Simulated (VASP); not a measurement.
# K (Im-3m) in VASP: further runs

One crystal, K, is run at these levels: PBEsol, PBE; tasks: phonon dispersion, elastic constants.

All numbers are computed with VASP 6.6.1; they aren't measurements. Logs are shortened: lines on timing, memory, paths and dates and some standing lists are left out, and cuts for length are marked.

### Step 1. The crystal as given

The structure is cubic, space group Im-3m (No. 229). The conventional cell has a = 5.225 Å, b = 5.225 Å, c = 5.225 Å, α = 90.00°, β = 90.00°, γ = 90.00°.

### Step 2. Phonon dispersion, PBEsol

The input, INCAR:

```
SYSTEM = K
ALGO = Normal
EDIFF = 1E-7
ENCUT = 520
GGA = PS
IBRION = 6
ISIF = 2
ISMEAR = 1
LASPH = .TRUE.
LCHARG = .FALSE.
LPHON_DISPERSION = .TRUE.
LREAL = Auto
LWAVE = .FALSE.
NELM = 80
NFREE = 2
NSW = 1
PHON_NWRITE = -3
POTIM = 0.015
PREC = Accurate
SIGMA = 0.1
```

The input, KPOINTS:

```
k-points
0
G
  2 2 2
  0 0 0
```

The input, POSCAR:

```
K
1.0
   -7.8375000000      7.8375000000      7.8375000000
    7.8375000000     -7.8375000000      7.8375000000
    7.8375000000      7.8375000000     -7.8375000000
K
27
Direct
    0.0000000000      0.0000000000      0.0000000000
    0.0000000000      0.0000000000      0.3333333333
    0.0000000000      0.0000000000      0.6666666667
    0.0000000000      0.3333333333      0.0000000000
    0.0000000000      0.3333333333      0.3333333333
    0.0000000000      0.3333333333      0.6666666667
    0.0000000000      0.6666666667      0.0000000000
    0.0000000000      0.6666666667      0.3333333333
    0.0000000000      0.6666666667      0.6666666667
    0.3333333333      0.0000000000      0.0000000000
    0.3333333333      0.0000000000      0.3333333333
    0.3333333333      0.0000000000      0.6666666667
    0.3333333333      0.3333333333      0.0000000000
    0.3333333333      0.3333333333      0.3333333333
    0.3333333333      0.3333333333      0.6666666667
    0.3333333333      0.6666666667      0.0000000000
    0.3333333333      0.6666666667      0.3333333333
    0.3333333333      0.6666666667      0.6666666667
    0.6666666667      0.0000000000      0.0000000000
    0.6666666667      0.0000000000      0.3333333333
    0.6666666667      0.0000000000      0.6666666667
    0.6666666667      0.3333333333      0.0000000000
    0.6666666667      0.3333333333      0.3333333333
    0.6666666667      0.3333333333      0.6666666667
    0.6666666667      0.6666666667      0.0000000000
    0.6666666667      0.6666666667      0.3333333333
    0.6666666667      0.6666666667      0.6666666667
```

The input, QPOINTS:

```
path GHNGPH,PN
8
line-mode
reciprocal
 0.0000000000  0.0000000000  0.0000000000  G
 0.5000000000 -0.5000000000  0.5000000000  H

 0.5000000000 -0.5000000000  0.5000000000  H
 0.0000000000  0.0000000000  0.5000000000  N

 0.0000000000  0.0000000000  0.5000000000  N
 0.0000000000  0.0000000000  0.0000000000  G

 0.0000000000  0.0000000000  0.0000000000  G
 0.2500000000  0.2500000000  0.2500000000  P

 0.2500000000  0.2500000000  0.2500000000  P
 0.5000000000 -0.5000000000  0.5000000000  H

 0.2500000000  0.2500000000  0.2500000000  P
 0.0000000000  0.0000000000  0.5000000000  N
```

Potentials or basis: VASP PAW PBE potentials, release 64 (K_sv).

Run with:

```console
$ cat potpaw_PBE.64/K_sv/POTCAR > POTCAR
$ mpirun -np 4 vasp_std > vasp.out
```

OUTCAR:

```text
SYSTEM = K
   EDIFF = 1E-7
   ENCUT = 520
   GGA = PS
   IBRION = 6
   ISIF = 2
   ISMEAR = 1
   LASPH = .TRUE.
   LREAL = Auto
   NELM = 80
   NFREE = 2
   NSW = 1
   POTIM = 0.015
   PREC = Accurate

 ion  position               nearest neighbor table
   1  0.000  0.000  0.000-
   2  0.000  0.000  0.333-
   3  0.000  0.000  0.667-
   4  0.000  0.333  0.000-
   5  0.000  0.333  0.333-
   6  0.000  0.333  0.667-
[... 27 lines left out ...]
 A1 = (  -7.8375000000,   7.8375000000,   7.8375000000)
 A2 = (   7.8375000000,  -7.8375000000,   7.8375000000)
 A3 = (   7.8375000000,   7.8375000000,  -7.8375000000)

Analysis of symmetry for initial positions (statically):
=====================================================================
 Subroutine PRICEL returns following result:

  LATTYP: Found a body centered cubic cell.
 ALAT       =     5.2249999995

  Lattice vectors:

 A1 = (  -2.6124999997,   2.6124999997,   2.6124999997)
 A2 = (   2.6124999997,  -2.6124999997,   2.6124999997)
 A3 = (   2.6124999997,   2.6124999997,  -2.6124999997)

  27 primitive cells build up your supercell.

 Routine SETGRP: Setting up the symmetry group for a
 body centered cubic supercell.

 Subroutine GETGRP returns: Found 48 space group operations
 (whereof 48 operations were pure point group operations)
 out of a pool of 48 trial point group operations.

The static configuration has the point symmetry O_h .

Analysis of symmetry for dynamics (positions and initial velocities):
=====================================================================
 Subroutine PRICEL returns following result:

  LATTYP: Found a body centered cubic cell.
 ALAT       =     5.2249999995

  Lattice vectors:

 A1 = (  -2.6124999997,   2.6124999997,   2.6124999997)
 A2 = (   2.6124999997,  -2.6124999997,   2.6124999997)
 A3 = (   2.6124999997,   2.6124999997,  -2.6124999997)

  27 primitive cells build up your supercell.

 Routine SETGRP: Setting up the symmetry group for a
 body centered cubic supercell.

 Subroutine GETGRP returns: Found 48 space group operations
 (whereof 48 operations were pure point group operations)
 out of a pool of 48 trial point group operations.

The dynamic configuration has the point symmetry O_h .

 Subroutine INISYM returns: Found 48 space group operations
 (whereof 48 operations are pure point group operations),
 and found    27 'primitive' translations

----------------------------------------------------------------------------------------

                                     Primitive cell

  volume of cell :      71.3229

  direct lattice vectors                    reciprocal lattice vectors
    -2.612500000  2.612500000  2.612500000     0.000000000  0.191387560  0.191387560
     2.612500000 -2.612500000  2.612500000     0.191387560  0.000000000  0.191387560
     2.612500000  2.612500000 -2.612500000     0.191387560  0.191387560  0.000000000

  length of vectors
     4.524982734  4.524982734  4.524982734     0.270662883  0.270662883  0.270662883

  position of ions in fractional coordinates (direct lattice)
[... 49 lines left out ...]
   ISPIN  =      1    spin polarized calculation?
   LNONCOLLINEAR =      F non collinear calculations
   LSORBIT =      F    spin-orbit coupling
   LASPH  =      T    aspherical Exc in radial PAW
   ENCUT  =  520.0 eV  38.22 Ry    6.18 a.u.  25.24 25.24 25.24*2*pi/ulx,y,z
   NELM   =     80;   NELMIN=  2; NELMDL= -5     # of ELM steps
   EDIFF  = 0.1E-06   stopping-criterion for ELM
   LREAL  =      T    real-space projection
   EDIFFG = 0.1E-05   stopping-criterion for IOM
   NSW    =    361    number of steps for IOM
   IBRION =      6    ionic relax: 0-MD 1-quasi-New 2-CG
   NFREE  =      2    steps in history (QN), initial steepest desc. (CG)
   ISIF   =      2    stress and relaxation
   ISYM   =      2    0-nonsym 1-usesym 2-fastsym
   POTIM  = 0.0150    time-step for ionic-motion
   TEBEG  =    0.0;   TEEND  =   0.0 temperature during run
   PSTRESS=    0.0 pullay stress
   NELECT =     243.0000    total number of electrons
   NUPDOWN=      -1.0000    fix difference up-down
   EMIN   =  10.00;   EMAX   =-10.00  energy-range for DOS
   EFERMI =   0.00;   METHOD = LEGACY
   ISMEAR =     1;   SIGMA  =   0.10  broadening in eV -4-tet -1-fermi 0-gaus
   EFERMI_NEDOS =   21; number of points for ismear=-14 and -15
   IALGO  =     38    algorithm
   IMIX   =      4    mixing-type and parameters
     AMIX     =   0.40;   BMIX     =  1.00
     AMIX_MAG =   1.60;   BMIX_MAG =  1.00
  volume/ion in A,a.u.               =      71.32       481.31
  Fermi-wavevector in a.u.,A,eV,Ry     =   0.821131  1.551714  9.173822  0.674257
  Thomas-Fermi vector in A             =   1.932236
   LORBIT       =      0    0 simple, 1 ext, 2 COOP (PROOUT), +10 PAW based schemes
   GGA     = PS    functional components
   LHFCALC =     F    Hartree Fock is set to
   AEXX    =    0.0000 exact exchange contribution
   IVDW    =     0    specifies the selected vdW correction
   LEPSILON=     F    determine dielectric tensor
   LRPA    =     F    only Hartree local field effects (RPA)
 finite differences with symmetry
 non-spin polarized calculation
 Methfessel and Paxton  Order N= 1 SIGMA  =   0.10
  energy-cutoff  :      520.00
  volume of cell :     1925.72
 maximum number of plane-waves:     51922
 NGX is ok and might be reduce to   108
   NGX = 51   NGY = 51   NGZ = 51

--------------------------------------- Ionic step        1  -------------------------------------------

 number of electron     243.0000002 magnetization

 Free energy of the ion-electron system (eV)
  ---------------------------------------------------
  ext. energy  EPLUGINS =         0.00000000
  ---------------------------------------------------
  free energy    TOTEN  =       -30.01619999 eV

  energy without entropy =      -29.85014396  energy(sigma->0) =      -29.96084798

------------------------ aborting loop because EDIFF is reached ----------------------------------------

  FORCE on cell =-STRESS in cart. coord.  units (eV):
  Direction    XX          YY          ZZ          XY          YZ          ZX
  --------------------------------------------------------------------------------------
  -------------------------------------------------------------------------------------
  Total        0.0873468      0.0873468      0.0873468     -0.0000000     -0.0000000     -0.0000000
  in kB        0.0726716      0.0726716      0.0726716     -0.0000000     -0.0000000     -0.0000000
  external PRESSURE =       0.0726716 kB  Pullay stress =       0.0000000 kB
[... 109 lines left out ...]
--------------------------------------- Ionic step        3  -------------------------------------------

 number of electron     243.0000002 magnetization

 Free energy of the ion-electron system (eV)
  ---------------------------------------------------
  ext. energy  EPLUGINS =         0.00000000
  ---------------------------------------------------
  free energy    TOTEN  =       -30.01616688 eV

  energy without entropy =      -29.85011473  energy(sigma->0) =      -29.96081617

 E-fermi :  -0.0764     XC(G=0):  -5.7733

 val. band max:       -0.3492393459   @ k =   0.5000   0.5000   0.5000
 cond. band min:      -0.0695308623   @ k =   0.0000   0.5000   0.0000
 fundamental gap:      0.2797084837
 Fermi energy:        -0.0764455684

 k-point     1 :       0.0000    0.0000    0.0000
  band No.  band energies     occupation
      1     -32.0732      2.00000
      2     -32.0699      2.00000
      3     -32.0698      2.00000
      4     -32.0698      2.00000
      5     -32.0696      2.00000
      6     -32.0696      2.00000
[... 533 lines left out ...]
    132       0.6014     -0.00000
    133       0.9415     -0.00000
 [bands above 133 left out]

------------------------ aborting loop because EDIFF is reached ----------------------------------------

  FORCE on cell =-STRESS in cart. coord.  units (eV):
  Direction    XX          YY          ZZ          XY          YZ          ZX
  --------------------------------------------------------------------------------------
  -------------------------------------------------------------------------------------
  Total        0.0794842      0.0800831      0.0800831      0.0000000     -0.0000000     -0.0000000
  in kB        0.0661300      0.0666283      0.0666283      0.0000000     -0.0000000     -0.0000000
  external PRESSURE =       0.0664622 kB  Pullay stress =       0.0000000 kB
[... 42 lines left out ...]
  FREE ENERGIE OF THE ION-ELECTRON SYSTEM (eV)
  ---------------------------------------------------
  free  energy   TOTEN  =       -30.0161668827 eV

  energy  without entropy=      -29.8501147343  energy(sigma->0) =      -29.96081617

 INTERNAL STRAIN TENSORS FROM DISPLACED ATOMS
 ============================================

 INTERNAL STRAIN TENSOR FOR ION    1 for displacements in x,y,z  (eV/Angst):
          X           Y           Z          XY          YZ          ZX
  --------------------------------------------------------------------------------
  x     0.00000     0.00000     0.00000    -0.00000     0.00000     0.00000
  y     0.00000     0.00000     0.00000     0.00000    -0.00000     0.00000
  z     0.00000     0.00000     0.00000     0.00000     0.00000     0.00000
[... 8 lines left out ...]
 INTERNAL STRAIN TENSOR FOR ION   27 for displacements in x,y,z  (eV/Angst):
          X           Y           Z          XY          YZ          ZX
  --------------------------------------------------------------------------------
  x     0.00000     0.00000     0.00000    -0.00000     0.00000     0.00000
  y     0.00000     0.00000     0.00000     0.00000    -0.00000     0.00000
  z     0.00000     0.00000     0.00000     0.00000     0.00000     0.00000

 Eigenvectors and eigenvalues of the dynamical matrix
   1 f  =    2.023973 THz    12.716996 2PiTHz   67.512465 cm-1     8.370475 meV
   2 f  =    2.023973 THz    12.716996 2PiTHz   67.512465 cm-1     8.370475 meV
   3 f  =    2.023973 THz    12.716996 2PiTHz   67.512465 cm-1     8.370475 meV
   4 f  =    2.023973 THz    12.716996 2PiTHz   67.512465 cm-1     8.370475 meV
   5 f  =    2.023973 THz    12.716996 2PiTHz   67.512465 cm-1     8.370475 meV
   6 f  =    2.023973 THz    12.716996 2PiTHz   67.512465 cm-1     8.370475 meV
[... 22 lines left out ...]
  29 f  =    1.912256 THz    12.015060 2PiTHz   63.786002 cm-1     7.908453 meV
  30 f  =    1.912256 THz    12.015060 2PiTHz   63.786002 cm-1     7.908453 meV

 ELASTIC MODULI CONTR FROM IONIC RELAXATION (kBar)
 Direction    XX          YY          ZZ          XY          YZ          ZX
 --------------------------------------------------------------------------------
 XX          -0.0000     -0.0000      0.0000     -0.0000     -0.0000     -0.0000
 YY          -0.0000     -0.0000     -0.0000     -0.0000     -0.0000     -0.0000
 ZZ          -0.0000     -0.0000     -0.0000     -0.0000     -0.0000     -0.0000
 XY           0.0000     -0.0000     -0.0000     -0.0000     -0.0000      0.0000
 YZ          -0.0000     -0.0000      0.0000     -0.0000     -0.0000     -0.0000
 ZX          -0.0000     -0.0000     -0.0000     -0.0000     -0.0000      0.0000
 --------------------------------------------------------------------------------
[... 377 lines left out ...]
 q-point No.           q_x           q_y           q_z  q-path length
          48      0.000000      0.000000      0.500000       0.889237
  frequencies
   [THz]           0.735706      1.537070      2.274049
   [2Pi THz]       4.622574      9.657695     14.288273
   [cm-1]         24.540495     51.271132     75.854117
   [meV]           3.042632      6.356807      9.404708
```

Run time: 16 min. Hardware: 4 MPI ranks of Intel Xeon 6975P-C (Granite Rapids), shared host; peak memory 0.85 GiB.

What came out:

* Highest phonon frequency: 76 cm⁻¹

Phonon frequencies in cm⁻¹ (negative: imaginary):
```
               q point  frequencies
 (0.000, 0.000, 0.000)        0 0 0
(0.286, -0.286, 0.286)     51 60 60
(0.500, -0.500, 0.500)     72 72 72
(0.214, -0.214, 0.500)     46 62 74
 (0.000, 0.000, 0.500)     25 51 76
 (0.000, 0.000, 0.214)     14 35 44
 (0.000, 0.000, 0.000)        0 0 0
 (0.143, 0.143, 0.143)     39 39 64
 (0.250, 0.250, 0.250)     59 59 59
(0.393, -0.179, 0.393)     47 71 71
 (0.250, 0.250, 0.250)     59 59 59
 (0.107, 0.107, 0.393)     36 54 73
```

Phonon frequencies at the corners of the path (cm⁻¹, interpolated; i marks imaginary ones):
```
point  frequencies
    Γ        0 0 0
    H     72 72 72
    N     25 51 76
    P     59 59 59
```

Caveat: the PAW data sets were made with another functional, which shifts forces and pressure a little.

[end of part 1 of 3]
